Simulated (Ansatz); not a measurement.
# CoO (P3m1) in Ansatz: settings compared, part 2 of 3

Ansatz 0.2.0.

### 3 Single point, LDA, collinear spin, ferromagnetic start, 10.88 Å³/atom (volume scaled by 0.94)

input.yaml

```yaml
crystal:
  lattice:
    - [3.1323693509, 0.0, 0.0]
    - [-1.5661846755, 2.712711432, 0.0]
    - [0.0, 0.0, 5.1219713984]
  atoms:
    - { symbol: Co, position: [0.3333333333, 0.6666666667, 0.50336241], spin: 2.0 }
    - { symbol: Co, position: [0.0, 0.0, 0.00347414], spin: 2.0 }
    - { symbol: O, position: [0.3333333333, 0.6666666667, 0.8715556] }
    - { symbol: O, position: [0.0, 0.0, 0.37160885] }
hamiltonian:
  xc: lda
  pseudopotentials: { kind: paw }
magnetization:
  spin_polarized: true
kpoints:
  mp_grid: { grid: [10, 10, 5] }
scf:
  occupations: { method: fermi_dirac, width: 0.05 }
output:
  forces: true
  stress: true
  eigenvalues: true
```

Potentials or basis: Ansatz PAW.

Command:

```bash
ansatz run input.yaml --threads 2 --pin off --max-ram 5632MiB --backend cpu --events-out ev --progress --plain --runs-dir out
```

Standard output:

```text
Warning: RAYON_NUM_THREADS=2 ignored (pool sized by the plan → 2); use --threads N
Engine: ansatz 0.2.0, aarch64-unknown-linux-gnu
Pseudopotentials: kind: paw
Pseudopotential: Co, paw, valence charge 17, recommended cutoff 420 eV (normal), Co.paw.azcp
Pseudopotential: O, paw, valence charge 6, recommended cutoff 420 eV (normal), O.paw.azcp
Functional definition: SPW92
  exchange = slater_x
  correlation = pw_c
Crystal: 4 atoms, lattice volume = 43.522 Å³
Basis set: ecut = 420 eV, 845 PW (Γ)
Bands: 30, of which v1, the nominal top of the filled ones, is band 23 counted from 1 (22 counted from 0)
Symmetry: 6 space group operations
Space group: P3m1 (ITA 156), of the structure as read, at distance tolerance 3.5e-5 Å
Magnetic group: BNS 156.49 (UNI 1279), of the structure as read, at distance tolerance 3.5e-5 Å
k-points: 58 of 500 (time reversal used)
Non-local potential: Co, projectors of the file, l = 0: 3, l = 1: 2, l = 2: 3, l = 3: 1
Non-local potential: O, projectors of the file, l = 0: 2, l = 1: 2, l = 2: 1
PAW form: soft (Blöchl's): semilocal exchange-correlation on the pseudo side does not see the compensation charge
PAW frozen core: Co, regenerated for the run's functional, and the local potential with it (the file was generated under x = pbe(κ = 0.804, μ = 0.2195149727645171), c = pbe(β = 0.06672455060314922))
PAW frozen core: O, regenerated for the run's functional, and the local potential with it (the file was generated under x = pbe(κ = 0.804, μ = 0.2195149727645171), c = pbe(β = 0.06672455060314922))
PAW one-centre angular grid: Co, 590 points (default); XC on 64 Gauss nodes
PAW one-centre angular grid: O, 110 points (default); XC on 64 Gauss nodes
Initial density: superposition of atomic densities (chi_scale 0.1, normalization cell, long waves kept (reshape's long-wave potential 0.00 eV rms))
Starting moments: Σ|m| = 4 μB on 2 of 4 sites
Initial wavefunctions: pseudopotential atomic-orbital guess
Functional: x = slater, c = lda
SCF iter   1: F=—  HF=-11230.571320 eV  |F-HF|=—  |Δ(HF+E_count)|=         —  Δρ=1.01e-1 (↑6.98e-2 ↓1.01e-1)  dr2=9.43e0  dr2_m=1.77e-1  M=3.683 μB ∫|m|=3.684 μB  β_m=0.30  ethr=3.10e-3  ⟨swp⟩=5.6  Hψ=12622  notcnv=0
Mixer restart at iter 1: flushing history
preconditioner: auto → Kerker (q_TF=auto, 2.754 Å⁻¹)  [metal: Δε(μ)=0.015 eV  Ē_g=9.934 eV  σ=0.050 eV  W_gap=0.07  n_scr=22 (ndim 8)  ℏωp=30.8 eV  f_vac=0.000  D(μ)=4.13/eV (n_scr^D=42)]
spin=Collinear: Kerker preconditioning applied to the charge; magnetization (m = ρ↑ − ρ↓) channel mixes plain (no charge-response kernel on spin).
SCF iter   2: F=—  HF=-11232.294523 eV  |F-HF|=—  |Δ(HF+E_count)|=    1.72e0  Δρ=4.61e-2 (↑4.61e-2 ↓3.90e-2)  dr2=1.55e0  dr2_m=3.31e-1  M=4.373 μB ∫|m|=4.375 μB  β_m=0.37  ethr=3.10e-3  ⟨swp⟩=3.8  Hψ=8070  notcnv=0  defer=47
SCF iter   3: F=—  HF=-11233.007413 eV  |F-HF|=—  |Δ(HF+E_count)|=   7.13e-1  Δρ=2.60e-2 (↑2.56e-2 ↓2.60e-2)  dr2=5.47e-1  dr2_m=1.32e-1  M=4.471 μB ∫|m|=4.473 μB  β_m=0.58  ethr=3.10e-3  ⟨swp⟩=2.0  Hψ=5064  notcnv=0  defer=62
SCF iter   4: F=—  HF=-11233.197617 eV  |F-HF|=—  |Δ(HF+E_count)|=   1.90e-1  Δρ=7.83e-3 (↑7.83e-3 ↓6.90e-3)  dr2=4.98e-2  dr2_m=2.68e-3  M=4.531 μB ∫|m|=4.539 μB  β_m=0.79  ethr=1.19e-3  ⟨swp⟩=2.6  Hψ=5826  notcnv=0  defer=62
SCF iter   5: F=—  HF=-11233.207565 eV  |F-HF|=—  |Δ(HF+E_count)|=         —  Δρ=1.24e-2 (↑5.24e-3 ↓1.24e-2)  dr2=2.36e-2  dr2_m=2.78e-2  M=4.715 μB ∫|m|=4.725 μB  β_m=0.79  ethr=1.08e-4  ⟨swp⟩=2.0  Hψ=7812  notcnv=0  defer=77
Mixer restart at iter 5: flushing history
[... 19 lines left out ...]
SCF iter  23: F=—  HF=-11233.358158 eV  |F-HF|=—  |Δ(HF+E_count)|=   2.16e-6  Δρ=1.47e-4 (↑1.47e-4 ↓7.69e-5)  dr2=5.60e-6  dr2_m=4.23e-6  M=-0.003 μB ∫|m|=4.266 μB  β_m=0.98  ethr=1.04e-8  ⟨swp⟩=2.1  Hψ=5460  notcnv=0  defer=36
SCF iter  24: F=—  HF=-11233.358158 eV  |F-HF|=—  |Δ(HF+E_count)|=   1.88e-8  Δρ=4.05e-5 (↑3.99e-5 ↓4.05e-5)  dr2=2.55e-6  dr2_m=4.63e-8  M=-0.003 μB ∫|m|=4.266 μB  β_m=0.90  ethr=1.04e-8  ⟨swp⟩=1.7  Hψ=3795  notcnv=0  defer=36
SCF iter  25: F=—  HF=-11233.358158 eV  |F-HF|=—  |Δ(HF+E_count)|=   1.58e-7  Δρ=7.05e-6 (↑6.23e-6 ↓7.05e-6)  dr2=8.84e-9  dr2_m=1.50e-8  M=-0.003 μB ∫|m|=4.266 μB  β_m=0.92  ethr=5.55e-9  ⟨swp⟩=1.9  Hψ=3848  notcnv=0  defer=36
SCF iter  26: F=-11233.358158 eV  HF=-11233.358158 eV  |F-HF|=1.38e-8  |Δ(HF+E_count)|=   5.62e-9  Δρ=6.12e-6 (↑6.12e-6 ↓1.41e-6)  dr2=1.65e-8  dr2_m=3.16e-9  M=-0.003 μB ∫|m|=4.267 μB  ethr=1.92e-11  ⟨swp⟩=3.4  Hψ=11477  notcnv=0
SCF 1 converged in 26 iterations: F = -11233.358158 eV  dr2 = 1.65e-8
WARN: the starting moments were not kept: 1 of 2 ended reversed and 1 kept their direction, counting a site from 0.1 μB. The largest reversed, site 1 (counted from 0, in the order of the report's site_moments_mub), started with +2.0 μB and closes at -1.8e0 μB in its sphere. The net magnetisation is 2.7e-3 μB in size, at most 0.1 of the 4 μB that the starting moments add up to as vectors. The SCF closed on another magnetic arrangement than the starting moments describe; that does not show which of the two is lower. To try another start: change the starting moments (crystal.atoms[].spin, magnetization.per_species, magnetization.initial_magnetization, or on a non-collinear deck that types none of these the spinor_matrix: blocks that start its atoms; where the total moment is fixed, keep their sum and leave initial_magnetization as it is; typed ones take the place of any that the run laid by itself, positive ones on a crystal's lanthanoids without a Hubbard term where scf.initial_density.shell_occupations: [] is typed); see also scf.mixing.spin_hold.
SCF converged after 26 iterations
Magnetization: -0.0028 μB (22.9986 up, 23.0014 down)
Absolute magnetization: 4.2666 μB (∫|ρ↑−ρ↓|, with the PAW one-centre terms)
Spin contamination: 1.8783 ħ² per cell (⟨S²⟩ above its minimum at these occupations)
Per-site moments (μB) at R_I (Å): [(1.8026535755053146, 0.7779234326595834), (-1.8044871948871086, 0.7777998753435399), (-0.12492879093152148, 0.7779234326595834), (0.12437755476226357, 0.7777998753435399)]
Free energy (F): -11233.358158 eV
Harris-Foulkes:  -11233.358158 eV  (|F-HF|=1.38e-8)
Internal energy: -11233.310651 eV  (E = F + TS)
E sigma→0 (E₀):  -11233.334405 eV
Entropy (-TS):   -0.047507 eV (-11.877 meV/atom)
Fermi energy:    11.642178 eV
--- Per-component energies (eV) ---
  E_band       = -713.264187
  E_kinetic    = 1239.356099
  E_local      = -7625.823988  (includes V_loc(G=0)·N_el)
  E_nonlocal   = 1036.137262
  E_hartree    = 3139.663041
  E_xc         = -452.562023
  E_vxc        = -585.669245  (∫ρ·V_xc dr)
  E_paw        = -3203.219774  (= ΣΔE_a)
  E_vpaw       = -1056.603625  (= ΣTr[D̂ρ^β])
  E_aug_tail   = 0.004840  (compensation charges beyond the density's cutoff)
  E_ewald      = -5367.896453
  E_core_change = 1.030344  (= ΣΔE_core)
  E_smearing   = -0.047507  (= −TS)
  E_closure    = 0.000000  (closes the sum)
  Σ components = -11233.358158   (vs F -11233.358158, Δ=0.00e0)
--- Forces (eV/Å), atoms counted from 1 ---
  atom   1  Co    -0.00000000    -0.00000000    -0.02653896
  atom   2  Co     0.00000000     0.00000000    -0.03010893
  atom   3  O     -0.00000000     0.00000000     0.02804122
  atom   4  O      0.00000000     0.00000000     0.02862435
  max |Σ_I F_I| component: 1.77e-5 eV/Å
--- Stress (GPa, compression-positive) ---
      -13.215625      -0.000000      -0.000000
       -0.000000     -13.215625       0.000000
       -0.000000       0.000000      -8.640679
  P = ⅓ Tr σ = -11.6906 GPa (-116.906 kbar)
--- Band table (eV; the first three rows and the last of 116) ---
  k-point 0 ↑: bands = ["-83.9251", "-81.7007", "-47.7940", "-47.5194", "-47.5194", "-45.5552", "-45.4031", "-45.4031", "-8.6219", "-7.8320", "4.1150", "5.3424", "5.3772", "5.3772", "6.0890", "6.0890", "9.4075", "9.4075", "10.0040", "10.7404", "10.7404", "11.8141", "11.8141", "11.9159", "13.1166", "13.4805", "13.4805", "17.3612", "19.0221", "25.6534"]
  k-point 1 ↑: bands = ["-83.9250", "-81.7007", "-47.7940", "-47.5194", "-47.5194", "-45.5553", "-45.4031", "-45.4031", "-8.5551", "-7.9025", "4.1528", "5.1501", "5.3814", "5.3814", "6.0648", "6.0648", "9.4446", "9.4446", "10.1959", "10.7612", "10.7612", "11.8360", "11.8360", "12.1671", "13.2248", "13.4181", "13.4181", "16.5452", "19.8068", "24.6702"]
  k-point 2 ↑: bands = ["-83.9250", "-81.7007", "-47.7939", "-47.5194", "-47.5194", "-45.5553", "-45.4030", "-45.4030", "-8.3939", "-8.0698", "4.2992", "4.7692", "5.3890", "5.3890", "6.0254", "6.0254", "9.5067", "9.5067", "10.5525", "10.7864", "10.7864", "11.8874", "11.8874", "12.3419", "13.3065", "13.3065", "13.9416", "15.2330", "21.1428", "22.7873"]
  k-point 57 ↓: bands = ["-83.9253", "-81.6993", "-47.7941", "-47.5384", "-47.5332", "-45.5519", "-45.4240", "-45.4180", "-7.8107", "-7.5819", "4.5547", "4.6342", "4.9852", "5.2665", "6.0177", "6.2785", "8.9293", "9.6273", "10.0708", "10.1663", "10.4570", "10.6586", "11.3109", "11.6640", "12.1913", "12.4262", "18.6168", "19.0296", "19.9833", "20.2863"]
```

Wall time 25 s (2 threads of Arm Neoverse V1, shared host); peak memory 0.42 GiB.

Results:

| Property | Result |
| --- | --- |
| Free energy | -11233.3582 eV |
| Pressure | -11.7 GPa |
| Largest force | 0.030 eV/Å |
| Band gap on the k mesh | none (metal or under the smearing width) |
| Net moment | 0.00 μB per cell |
| Absolute moment | 4.27 μB per cell |
| Site moments | Co +1.80, -1.80; O -0.12, +0.12 μB |

Caveat: the pressure holds a Pulay correction of +0.9 GPa for the finite cutoff; semilocal functionals often make such compounds metallic where correlation or magnetic order opens a gap, which also shifts bond lengths; the PAW data sets come from PBE, with cores solved anew for the run's functional, which leaves a small shift of forces and pressure; the starting moments weren't kept.

### 4 Single point, LDA, collinear spin, ferromagnetic start, 11.11 Å³/atom (volume scaled by 0.96)

Changes to input.yaml since step 3:

```diff
@@ -2,5 +2,5 @@
   lattice:
-    - [3.1323693509, 0.0, 0.0]
-    - [-1.5661846755, 2.712711432, 0.0]
-    - [0.0, 0.0, 5.1219713984]
+    - [3.1544290168, 0.0, 0.0]
+    - [-1.5772145085, 2.731815663, 0.0]
+    - [0.0, 0.0, 5.158042808]
   atoms:
```

Command:

```bash
ansatz run input.yaml --threads 2 --pin off --max-ram 5632MiB --backend cpu --events-out ev --progress --plain --runs-dir out
```

Run time: 25 s. Hardware: 2 threads of Arm Neoverse V1, shared host; peak memory 0.42 GiB.

It converged, with:

* Free energy: -11233.2835 eV
* Pressure: -14.0 GPa
* Largest force: 0.007 eV/Å
* Band gap on the k mesh: none (metal or under the smearing width)
* Net moment: 0.00 μB per cell
* Absolute moment: 4.43 μB per cell
* Site moments: Co +1.87, -1.87; O -0.13, +0.13 μB

Caveat: the pressure holds a Pulay correction of +0.9 GPa for the finite cutoff; semilocal functionals often make such compounds metallic where correlation or magnetic order opens a gap, which also shifts bond lengths; the PAW data sets come from PBE, with cores solved anew for the run's functional, which leaves a small shift of forces and pressure; the starting moments weren't kept.

### 5 Single point, LDA, collinear spin, ferromagnetic start, 11.34 Å³/atom (volume scaled by 0.98)

Changes to input.yaml since step 4:

```diff
@@ -2,5 +2,5 @@
   lattice:
-    - [3.1544290168, 0.0, 0.0]
-    - [-1.5772145085, 2.731815663, 0.0]
-    - [0.0, 0.0, 5.158042808]
+    - [3.1761843872, 0.0, 0.0]
+    - [-1.5880921936, 2.7506563664, 0.0]
+    - [0.0, 0.0, 5.1936166411]
   atoms:
```

Command:

```bash
ansatz run input.yaml --threads 2 --pin off --max-ram 5632MiB --backend cpu --events-out ev --progress --plain --runs-dir out
```

It took 24 s on 2 threads of Arm Neoverse V1, shared host; peak memory 0.43 GiB.

It converged, with:

```
Free energy            : -11233.1963 eV
Pressure               : -16.1 GPa
Largest force          : 0.031 eV/Å
Band gap on the k mesh : none (metal or under the smearing width)
Net moment             : 0.00 μB per cell
Absolute moment        : 4.56 μB per cell
Site moments           : Co +1.93, -1.93; O -0.14, +0.14 μB
```

Caveat: the pressure holds a Pulay correction of +0.9 GPa for the finite cutoff; semilocal functionals often make such compounds metallic where correlation or magnetic order opens a gap, which also shifts bond lengths; the PAW data sets come from PBE, with cores solved anew for the run's functional, which leaves a small shift of forces and pressure; the starting moments weren't kept.

### 6 Single point, LDA, collinear spin, ferromagnetic start, 11.58 Å³/atom

Changes to input.yaml since step 5:

```diff
@@ -2,5 +2,5 @@
   lattice:
-    - [3.1761843872, 0.0, 0.0]
-    - [-1.5880921936, 2.7506563664, 0.0]
-    - [0.0, 0.0, 5.1936166411]
+    - [3.1976457435, 0.0, 0.0]
+    - [-1.5988228718, 2.7692424462, 0.0]
+    - [0.0, 0.0, 5.22870971]
   atoms:
@@ -23 +23,5 @@
   eigenvalues: true
+  write_density: true
+  write_potential: true
+  elf: true
+  volumetric_format: npy
```

Potentials or basis: Ansatz PAW.

Command:

```bash
ansatz run input.yaml --threads 2 --pin off --max-ram 5632MiB --backend cpu --events-out ev --progress --plain --runs-dir out
```

It took 27 s on 2 threads of Arm Neoverse V1, shared host; peak memory 0.43 GiB.

The run converged. Its results:

| Quantity | Value |
| --- | --- |
| Free energy | -11233.0974 eV |
| Pressure | -18.0 GPa |
| Largest force | 0.047 eV/Å |
| Band gap on the k mesh | none (metal or under the smearing width) |
| Net moment | 0.00 μB per cell |
| Absolute moment | 4.68 μB per cell |
| Site moments | Co +1.98, -1.98; O -0.15, +0.15 μB |

Caveat: the pressure holds a Pulay correction of +0.9 GPa for the finite cutoff; semilocal functionals often make such compounds metallic where correlation or magnetic order opens a gap, which also shifts bond lengths; the PAW data sets come from PBE, with cores solved anew for the run's functional, which leaves a small shift of forces and pressure; the starting moments weren't kept.

### 7 Single point, LDA, collinear spin, ferromagnetic start, 11.81 Å³/atom (volume scaled by 1.02)

Changes to input.yaml since step 6:

```diff
@@ -2,5 +2,5 @@
   lattice:
-    - [3.1976457435, 0.0, 0.0]
-    - [-1.5988228718, 2.7692424462, 0.0]
-    - [0.0, 0.0, 5.22870971]
+    - [3.2188228225, 0.0, 0.0]
+    - [-1.6094114113, 2.7875823346, 0.0]
+    - [0.0, 0.0, 5.2633379358]
   atoms:
```

Command:

```bash
ansatz run input.yaml --threads 2 --pin off --max-ram 5632MiB --backend cpu --events-out ev --progress --plain --runs-dir out
```

Wall time 27 s (2 threads of Arm Neoverse V1, shared host); peak memory 0.43 GiB.

It converged, with:

- Free energy: -11232.9881 eV
- Pressure: -19.7 GPa
- Largest force: 0.057 eV/Å
- Band gap on the k mesh: none (metal or under the smearing width)
- Net moment: 0.00 μB per cell
- Absolute moment: 4.78 μB per cell
- Site moments: Co +2.02, -2.02; O -0.16, +0.15 μB

Caveat: the pressure holds a Pulay correction of +0.8 GPa for the finite cutoff; semilocal functionals often make such compounds metallic where correlation or magnetic order opens a gap, which also shifts bond lengths; the PAW data sets come from PBE, with cores solved anew for the run's functional, which leaves a small shift of forces and pressure; the starting moments weren't kept.

### 8 Single point, LDA, collinear spin, ferromagnetic start, 12.04 Å³/atom (volume scaled by 1.04)

Changes to input.yaml since step 7:

```diff
@@ -2,5 +2,5 @@
   lattice:
-    - [3.2188228225, 0.0, 0.0]
-    - [-1.6094114113, 2.7875823346, 0.0]
-    - [0.0, 0.0, 5.2633379358]
+    - [3.2397248551, 0.0, 0.0]
+    - [-1.6198624276, 2.8056840258, 0.0]
+    - [0.0, 0.0, 5.2975164125]
   atoms:
```

Command:

```bash
ansatz run input.yaml --threads 2 --pin off --max-ram 5632MiB --backend cpu --events-out ev --progress --plain --runs-dir out
```

Run time: 28 s. Hardware: 2 threads of Arm Neoverse V1, shared host; peak memory 0.44 GiB.

Results (log left out):

* Free energy: -11232.8694 eV
* Pressure: -21.3 GPa
* Largest force: 0.061 eV/Å
* Band gap on the k mesh: none (metal or under the smearing width)
* Net moment: 0.00 μB per cell
* Absolute moment: 4.87 μB per cell
* Site moments: Co +2.06, -2.06; O -0.16, +0.16 μB

Caveat: the pressure holds a Pulay correction of +0.8 GPa for the finite cutoff; semilocal functionals often make such compounds metallic where correlation or magnetic order opens a gap, which also shifts bond lengths; the PAW data sets come from PBE, with cores solved anew for the run's functional, which leaves a small shift of forces and pressure; the starting moments weren't kept.

### 9 Single point, LDA, collinear spin, ferromagnetic start, 12.27 Å³/atom (volume scaled by 1.06)

Changes to input.yaml since step 8:

```diff
@@ -2,5 +2,5 @@
   lattice:
-    - [3.2397248551, 0.0, 0.0]
-    - [-1.6198624276, 2.8056840258, 0.0]
-    - [0.0, 0.0, 5.2975164125]
+    - [3.2603606016, 0.0, 0.0]
+    - [-1.6301803009, 2.8235551065, 0.0]
+    - [0.0, 0.0, 5.331259465]
   atoms:
```

Potentials or basis: Ansatz PAW.

Command:

```bash
ansatz run input.yaml --threads 2 --pin off --max-ram 5632MiB --backend cpu --events-out ev --progress --plain --runs-dir out
```

Wall time 28 s (2 threads of Arm Neoverse V1, shared host); peak memory 0.44 GiB.

Results (log left out):

```
Free energy            : -11232.7427 eV
Pressure               : -22.7 GPa
Largest force          : 0.062 eV/Å
Band gap on the k mesh : none (metal or under the smearing width)
Net moment             : 0.00 μB per cell
Absolute moment        : 4.94 μB per cell
Site moments           : Co +2.09, -2.09; O -0.16, +0.16 μB
```

Caveat: the pressure holds a Pulay correction of +0.8 GPa for the finite cutoff; semilocal functionals often make such compounds metallic where correlation or magnetic order opens a gap, which also shifts bond lengths; the PAW data sets come from PBE, with cores solved anew for the run's functional, which leaves a small shift of forces and pressure; the starting moments weren't kept.

### 10 Equation of state, LDA, collinear spin, ferromagnetic start

Potentials or basis: Ansatz PAW.

No new run: the results of the series are fitted here.

Results:

| Quantity | Value |
| --- | --- |
| Equilibrium volume | 9.99 Å³/atom (rough: see the caveat) |
| Bulk modulus at fixed shape and positions | 161 GPa (rough) |

Energy against volume, from the lowest point:
```
volume (Å³/atom)  energy (meV/atom)
          10.881               0.00
          11.112              18.67
          11.344              40.47
          11.575              65.18
          11.807              92.51
          12.038             122.19
          12.270             153.87
```

Caveat: the minimum lies outside the volumes run; the cell was scaled at fixed shape and fractional positions, which overstates the stiffness of a crystal with free parameters, most of all of layers and chains.

(Part 2 of 3 ends here.)
